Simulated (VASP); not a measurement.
```
CELL_PARAMETERS angstrom
      1.81632    -3.14595     0.00000
      1.81632     3.14595     0.00000
      0.00000     0.00000     3.86620
ATOMIC_POSITIONS crystal
  Li 0.33333 0.66667 0.00000
  Li 0.66667 0.33333 0.00000
  Li 0.00000 0.00000 0.50000
  N  0.00000 0.00000 0.00000
```

Method: PBE GGA, VASP's PBE PAW potentials (set 64) (plane waves; VASP 6.6.1). Settings: 520 eV cut-off, Gaussian smearing of 0.050 eV, potentials Li_sv N.

Q: Give the energies of bands 5 to 9 at the high-symmetry points, in eV from the valence-band maximum.

A: 
| band | Γ | M | K | A | L | H |
|---|---|---|---|---|---|---|
| 5 | -1.55 | -2.31 | -1.96 | -2.71 | -1.41 | -1.29 |
| 6 | -0.20 | -1.22 | -1.96 | 0.00 | -0.93 | -1.29 |
| 7 | -0.20 | -0.75 | -0.65 | 0.00 | -0.69 | -0.39 |
| 8 | 1.07 | 4.49 | 5.24 | 3.97 | 1.16 | 2.41 |
| 9 | 7.32 | 4.67 | 5.24 | 6.74 | 5.93 | 2.41 |

The gap is indirect, 1.07 eV, from the valence maximum at A to the conduction minimum at Γ.

Measured: gap 2.15 eV at 4 K (computed value off by -1.08 eV), as given by H. Brendecke et al., Journal of Applied Physics (1979), doi:10.1063/1.326533.

The compound is Li3N in the alpha structure. It was relaxed first.
